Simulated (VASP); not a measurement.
# AlP (F-43m) in VASP: notebook

AlP is run at these levels: PBE, PBEsol, r2SCAN; tasks: single point.

Program: VASP 6.6.1. These are calculated values, not measurements. Logs are shortened: lines on timing, memory, paths and dates and some standing lists are left out, and cuts for length are marked.

**What was measured.**

A printed reference work, data compilation reports, for a bulk crystal of AlP at 4.2 K: band gap 2.505 eV (indirect).

The runs below are set against these values where they give the same quantity.

## (1) The cell of the first run

The structure is cubic, space group F-43m (No. 216). The conventional cell has a = 5.507 Å, b = 5.507 Å, c = 5.507 Å, α = 90.00°, β = 90.00°, γ = 90.00°. Within 3.1 Å of Al (site symmetry -43m) lie 4 P at 2.38 Å. P (site symmetry -43m) has 4 Al at 2.38 Å within 3.1 Å.

## (2) Single point, PBE

The input, INCAR:

```
PREC     = Accurate       # precision mode
ENCUT    = 500            # plane-wave cutoff, eV
EDIFF    = 1E-6           # SCF threshold, eV
ISMEAR   = 0              # smearing method
SIGMA    = 0.02           # smearing width, eV
LREAL    = False          # projectors in reciprocal space
LASPH    = True           # aspherical terms in the spheres
NELM     = 120            # most SCF steps
ALGO     = Normal         # electronic algorithm
ISIF     = 2              # what is computed and relaxed
LWAVE    = False          # write WAVECAR
LCHARG   = False          # write CHGCAR
GGA      = PE             # functional
NBANDS   = 11             # bands
GGA_COMPAT= False
```

The input, KPOINTS:

```
Automatic mesh
0
Gamma
  8 8 8
```

The input, POSCAR:

```
AlP
1.0
    0.0000000000      2.7534005762      2.7534005762
    2.7534005762      0.0000000000      2.7534005762
    2.7534005762      2.7534005762      0.0000000000
Al P
1 1
Direct
    0.0000000000      0.0000000000      0.0000000000
    0.2500000000      0.2500000000      0.2500000000
```

Potentials or basis: VASP PAW PBE potentials, release 64 (Al, P).

Started as:

```bash
cat potpaw_PBE.64/Al/POTCAR potpaw_PBE.64/P/POTCAR > POTCAR
mpirun -np 1 vasp_std > vasp.out
```

OUTCAR:

```text
PREC = Accurate
   ENCUT = 500
   EDIFF = 1E-6
   ISMEAR = 0
   LREAL = False
   LASPH = True
   NELM = 120
   ISIF = 2
   GGA = PE

 ion  position               nearest neighbor table
   1  0.000  0.000  0.000-   2 2.38   2 2.38   2 2.38   2 2.38
   2  0.250  0.250  0.250-   1 2.38   1 2.38   1 2.38   1 2.38

  LATTYP: Found a face centered cubic cell.
 ALAT       =     5.5068011524

  Lattice vectors:

 A1 = (   0.0000000000,   2.7534005762,   2.7534005762)
 A2 = (   2.7534005762,   0.0000000000,   2.7534005762)
 A3 = (   2.7534005762,   2.7534005762,   0.0000000000)

Analysis of symmetry for initial positions (statically):
=====================================================================
 Subroutine PRICEL returns:
 Original cell was already a primitive cell.

 Routine SETGRP: Setting up the symmetry group for a
 face centered cubic supercell.

 Subroutine GETGRP returns: Found 24 space group operations
 (whereof 24 operations were pure point group operations)
 out of a pool of 48 trial point group operations.

The static configuration has the point symmetry T_d .

Analysis of symmetry for dynamics (positions and initial velocities):
=====================================================================
 Subroutine PRICEL returns:
 Original cell was already a primitive cell.

 Routine SETGRP: Setting up the symmetry group for a
 face centered cubic supercell.

 Subroutine GETGRP returns: Found 24 space group operations
 (whereof 24 operations were pure point group operations)
 out of a pool of 48 trial point group operations.

The dynamic configuration has the point symmetry T_d .

 Subroutine INISYM returns: Found 24 space group operations
 (whereof 24 operations are pure point group operations),
 and found     1 'primitive' translations

----------------------------------------------------------------------------------------

                                     Primitive cell

  volume of cell :      41.7482

  direct lattice vectors                    reciprocal lattice vectors
     0.000000000  2.753400576  2.753400576    -0.181593628  0.181593628  0.181593628
     2.753400576  0.000000000  2.753400576     0.181593628 -0.181593628  0.181593628
     2.753400576  2.753400576  0.000000000     0.181593628  0.181593628 -0.181593628

  length of vectors
     3.893896438  3.893896438  3.893896438     0.314529390  0.314529390  0.314529390

  position of ions in fractional coordinates (direct lattice)
     0.000000000  0.000000000  0.000000000
     0.250000000  0.250000000  0.250000000

  ion indices of the primitive-cell ions
   primitive index   ion index
                 1           1
                 2           2

----------------------------------------------------------------------------------------

 KPOINTS: Automatic mesh

Automatic generation of k-mesh.
 Grid dimensions read from file:
 generate k-points for:    8    8    8

 Generating k-lattice:

  Cartesian coordinates                     Fractional coordinates (reciprocal lattice)
    -0.022699204  0.022699204  0.022699204     0.125000000  0.000000000  0.000000000
     0.022699204 -0.022699204  0.022699204     0.000000000  0.125000000  0.000000000
     0.022699204  0.022699204 -0.022699204     0.000000000  0.000000000  0.125000000

  Length of vectors
     0.039316174  0.039316174  0.039316174

  Shift w.r.t. Gamma in fractional coordinates (k-lattice)
     0.000000000  0.000000000  0.000000000

 Subroutine IBZKPT returns following result:
 ===========================================

 Found     29 irreducible k-points:

 Following reciprocal coordinates:
            Coordinates               Weight
  0.000000  0.000000  0.000000      1.000000
  0.125000  0.000000  0.000000      8.000000
  0.250000  0.000000  0.000000      8.000000
  0.375000  0.000000  0.000000      8.000000
  0.500000  0.000000  0.000000      4.000000
  0.125000  0.125000  0.000000      6.000000
[... 16 lines left out ...]
  0.500000  0.250000  0.125000     48.000000
 -0.375000  0.250000  0.125000     24.000000
 [... further k-points ...]
   k-points           NKPTS =     29   k-points in BZ     NKDIM =     29   number of bands    NBANDS=     11
   number of dos      NEDOS =    301   number of ions     NIONS =      2
   total plane-waves  NPLWV =  21952
   dimension x,y,z NGX =    28 NGY =   28 NGZ =   28
   dimension x,y,z NGXF=    56 NGYF=   56 NGZF=   56
   ions per type =               1   1
   NGX,Y,Z   is equivalent  to a cutoff of  11.95, 11.95, 11.95 a.u.
   NGXF,Y,Z  is equivalent  to a cutoff of  23.91, 23.91, 23.91 a.u.
 SYSTEM =  unknown system
   PREC   = accura    normal or accurate (medium, high low for compatibility)
   ISTART =      0    job   : 0-new  1-cont  2-samecut
   ICHARG =      2    charge: 1-file 2-atom 10-const
   ISPIN  =      1    spin polarized calculation?
   LNONCOLLINEAR =      F non collinear calculations
   LSORBIT =      F    spin-orbit coupling
   LASPH  =      T    aspherical Exc in radial PAW
   ENCUT  =  500.0 eV  36.75 Ry    6.06 a.u.   7.10  7.10  7.10*2*pi/ulx,y,z
   NELM   =    120;   NELMIN=  2; NELMDL= -5     # of ELM steps
   EDIFF  = 0.1E-05   stopping-criterion for ELM
   LREAL  =      F    real-space projection
   EDIFFG = 0.1E-04   stopping-criterion for IOM
   NSW    =      0    number of steps for IOM
   IBRION =     -1    ionic relax: 0-MD 1-quasi-New 2-CG
   NFREE  =      0    steps in history (QN), initial steepest desc. (CG)
   ISIF   =      2    stress and relaxation
   ISYM   =      2    0-nonsym 1-usesym 2-fastsym
   POTIM  = 0.5000    time-step for ionic-motion
   TEBEG  =    0.0;   TEEND  =   0.0 temperature during run
   PSTRESS=    0.0 pullay stress
   NELECT =       8.0000    total number of electrons
   NUPDOWN=      -1.0000    fix difference up-down
   EMIN   =  10.00;   EMAX   =-10.00  energy-range for DOS
   EFERMI =   0.00;   METHOD = LEGACY
   ISMEAR =     0;   SIGMA  =   0.02  broadening in eV -4-tet -1-fermi 0-gaus
   EFERMI_NEDOS =   21; number of points for ismear=-14 and -15
   IALGO  =     38    algorithm
   IMIX   =      4    mixing-type and parameters
     AMIX     =   0.40;   BMIX     =  1.00
     AMIX_MAG =   1.60;   BMIX_MAG =  1.00
  volume/ion in A,a.u.               =      20.87       140.87
  Fermi-wavevector in a.u.,A,eV,Ry     =   0.943826  1.783573 12.120181  0.890808
  Thomas-Fermi vector in A             =   2.071572
   LORBIT       =      0    0 simple, 1 ext, 2 COOP (PROOUT), +10 PAW based schemes
   GGA     = PE    functional components
   LHFCALC =     F    Hartree Fock is set to
   AEXX    =    0.0000 exact exchange contribution
   IVDW    =     0    specifies the selected vdW correction
   LEPSILON=     F    determine dielectric tensor
   LRPA    =     F    only Hartree local field effects (RPA)
 non-spin polarized calculation
 Gauss-broadening in eV      SIGMA  =   0.02
  energy-cutoff  :      500.00
  volume of cell :       41.75
 maximum number of plane-waves:      1068
   NGX = 15   NGY = 15   NGZ = 15

 number of electron       8.0000001 magnetization

 Free energy of the ion-electron system (eV)
  ---------------------------------------------------
  ext. energy  EPLUGINS =         0.00000000
  ---------------------------------------------------
  free energy    TOTEN  =       -10.37677459 eV

  energy without entropy =      -10.37677459  energy(sigma->0) =      -10.37677459

 E-fermi :   4.4651     XC(G=0):  -9.1097

 val. band max:        4.3486308913   @ k =   0.0000   0.0000   0.0000
 cond. band min:       5.9776771662   @ k =   0.5000   0.5000   0.0000
 fundamental gap:      1.6290462750
 Fermi energy:         4.4650919597

 k-point     1 :       0.0000    0.0000    0.0000
  band No.  band energies     occupation
      1      -7.0117      2.00000
      2       4.3486      2.00000
      3       4.3486      2.00000
      4       4.3486      2.00000
      5       7.4362      0.00000
      6       8.8742      0.00000
      7       8.8742      0.00000
      8       8.8742      0.00000
      9      13.1541      0.00000
     10      13.1541      0.00000
     11      14.4623      0.00000

 k-point     2 :       0.1250    0.0000    0.0000
  band No.  band energies     occupation
      1      -6.8444      2.00000
      2       3.1334      2.00000
      3       4.2040      2.00000
      4       4.2040      2.00000
      5       7.9088      0.00000
      6       9.1509      0.00000
      7       9.1509      0.00000
      8       9.3392      0.00000
      9      12.6753      0.00000
     10      12.6753      0.00000
     11      15.1133      0.00000

 k-point     3 :       0.2500    0.0000    0.0000
  band No.  band energies     occupation
      1      -6.3746      2.00000
      2       1.2208      2.00000
      3       3.9158      2.00000
      4       3.9158      2.00000
      5       7.5725      0.00000
      6       9.4610      0.00000
      7       9.4610      0.00000
      8      11.1212      0.00000
      9      12.6455      0.00000
     10      12.6455      0.00000
     11      14.6239      0.00000

 k-point     4 :       0.3750    0.0000    0.0000
  band No.  band energies     occupation
      1      -5.7472      2.00000
      2      -0.3785      2.00000
      3       3.6844      2.00000
      4       3.6844      2.00000
      5       7.2026      0.00000
      6       9.2947      0.00000
      7       9.2947      0.00000
      8      12.4104      0.00000
      9      13.9979      0.00000
     10      13.9979      0.00000
     11      14.8204      0.00000

 k-point     5 :       0.5000    0.0000    0.0000
  band No.  band energies     occupation
      1      -5.3952      2.00000
      2      -1.0663      2.00000
      3       3.6003      2.00000
      4       3.6003      2.00000
      5       7.0680      0.00000
      6       9.1605      0.00000
      7       9.1605      0.00000
      8      12.5516      0.00000
      9      15.7983      0.00000
     10      15.7983      0.00000
     11      15.9752      0.00000
[... 211 lines left out ...]
 k-point    21 :       0.5000    0.5000    0.0000
  band No.  band energies     occupation
      1      -4.7579      2.00000
      2      -0.8733      2.00000
      3       2.2985      2.00000
      4       2.2985      2.00000
      5       5.9777      0.00000
      6       6.8234      0.00000
      7      15.2007      0.00000
      8      15.2007      0.00000
      9      16.1301      0.00000
     10      16.3374      0.00000
     11      16.3374      0.00000

 k-point    22 :       0.3750    0.2500    0.1250
  band No.  band energies     occupation
      1      -5.9775      2.00000
      2       0.8881      2.00000
      3       2.5050      2.00000
      4       3.4565      2.00000
      5       8.1796      0.00000
      6       9.0838      0.00000
      7       9.7680      0.00000
      8      11.0764      0.00000
      9      12.6055      0.00000
     10      15.0200      0.00000
     11      17.0814      0.00000

 k-point    23 :       0.5000    0.2500    0.1250
  band No.  band energies     occupation
      1      -5.4044      2.00000
      2      -0.1890      2.00000
      3       1.9484      2.00000
      4       3.0859      2.00000
      5       8.2742      0.00000
      6       9.0973      0.00000
      7      10.3194      0.00000
      8      11.3819      0.00000
      9      13.7173      0.00000
     10      15.5469      0.00000
     11      17.0427      0.00000

 k-point    24 :      -0.3750    0.2500    0.1250
  band No.  band energies     occupation
      1      -5.0938      2.00000
      2      -0.7259      2.00000
      3       1.8132      2.00000
      4       2.9051      2.00000
      5       8.2681      0.00000
      6       8.8458      0.00000
      7      11.1549      0.00000
      8      11.9699      0.00000
      9      13.2337      0.00000
     10      15.7046      0.00000
     11      16.9109      0.00000

 [... further k-points ...]
[... 5 lines left out ...]
  --------------------------------------------------------------------------------------
  -------------------------------------------------------------------------------------
  Total       -0.0125197     -0.0125197     -0.0125197     -0.0000000      0.0000000     -0.0000000
  in kB       -0.4804716     -0.4804716     -0.4804716     -0.0000000      0.0000000     -0.0000000
  external PRESSURE =      -0.4804716 kB  Pullay stress =       0.0000000 kB

 VOLUME and BASIS-vectors are now :
 -----------------------------------------------------------------------------
  energy-cutoff  :      500.00
  volume of cell :       41.75
      direct lattice vectors                 reciprocal lattice vectors
     0.000000000  2.753400576  2.753400576    -0.181593628  0.181593628  0.181593628
     2.753400576  0.000000000  2.753400576     0.181593628 -0.181593628  0.181593628
     2.753400576  2.753400576  0.000000000     0.181593628  0.181593628 -0.181593628

 POSITION                                       TOTAL-FORCE (eV/Angst)
 -----------------------------------------------------------------------------------
      0.00000      0.00000      0.00000         0.000000     -0.000000     -0.000000
      1.37670      1.37670      1.37670        -0.000000      0.000000      0.000000
 -----------------------------------------------------------------------------------
    total drift:                               -0.000000     -0.000000     -0.000000

  FREE ENERGIE OF THE ION-ELECTRON SYSTEM (eV)
  ---------------------------------------------------
  free  energy   TOTEN  =       -10.3767745901 eV

  energy  without entropy=      -10.3767745901  energy(sigma->0) =      -10.37677459
```

Run time: 30 s. Hardware: 1 thread of Intel Xeon 8259CL, shared host; peak memory 0.12 GiB.

What came out:

* Free energy: -10.3768 eV
* Pressure: 0.0 GPa
* Band gap on the k mesh: 1.63 eV (least direct gap 3.09 eV)

## (3) Single point, PBEsol

The input, INCAR:

```
SYSTEM = AlP
PREC     = Accurate       ! precision mode
ENCUT    = 500            ! plane-wave cutoff, eV
EDIFF    = 1E-6           ! SCF threshold, eV
ISMEAR   = 0              ! smearing method
SIGMA    = 0.02           ! smearing width, eV
LREAL    = .FALSE.        ! projectors in reciprocal space
LASPH    = .TRUE.         ! aspherical terms in the spheres
NELM     = 120            ! most SCF steps
ALGO     = Normal         ! electronic algorithm
ISIF     = 2              ! what is computed and relaxed
LWAVE    = .FALSE.        ! write WAVECAR
LCHARG   = .TRUE.         ! write CHGCAR
GGA      = PS             ! functional
LELF     = .TRUE.         ! ELF
LVHAR    = .TRUE.       
NBANDS   = 11             ! bands
GGA_COMPAT= .FALSE.
```

The input, KPOINTS:

```
Automatic mesh
0
G
  8 8 8
  0 0 0
```

POSCAR is that of step 2.

Potentials or basis: VASP PAW PBE potentials, release 64 (Al, P).

Started as:

```bash
cat potpaw_PBE.64/Al/POTCAR potpaw_PBE.64/P/POTCAR > POTCAR
mpirun -np 1 vasp_std > vasp.out
```

Wall time 30 s (1 thread of Intel Xeon 8259CL, shared host); peak memory 0.12 GiB.

It converged, with:

```
Free energy            : -10.9911 eV
Pressure               : -1.6 GPa
Band gap on the k mesh : 1.49 eV (least direct gap 2.99 eV)
```

Levels at points of the mesh, in eV from the valence-band top:
| k point | band 1 | band 2 | band 3 | band 4 | band 5 | band 6 | band 7 | band 8 |
| --- | --- | --- | --- | --- | --- | --- | --- | --- |
| (0.00, 0.00, 0.00) | -11.38 | 0.00 | 0.00 | 0.00 | 2.99 | 4.48 | 4.48 | 4.48 |
| (0.50, 0.00, 0.00) | -9.75 | -5.47 | -0.75 | -0.75 | 2.64 | 4.74 | 4.74 | 8.01 |
| (0.50, 0.50, 0.00) | -9.10 | -5.25 | -2.07 | -2.07 | 1.49 | 2.38 | 10.78 | 10.78 |

Caveat: the PAW data sets were made with another functional, which shifts forces and pressure a little. PBEsol gaps usually lie below the measured ones, often by a third to a half.

[end of part 1 of 2]
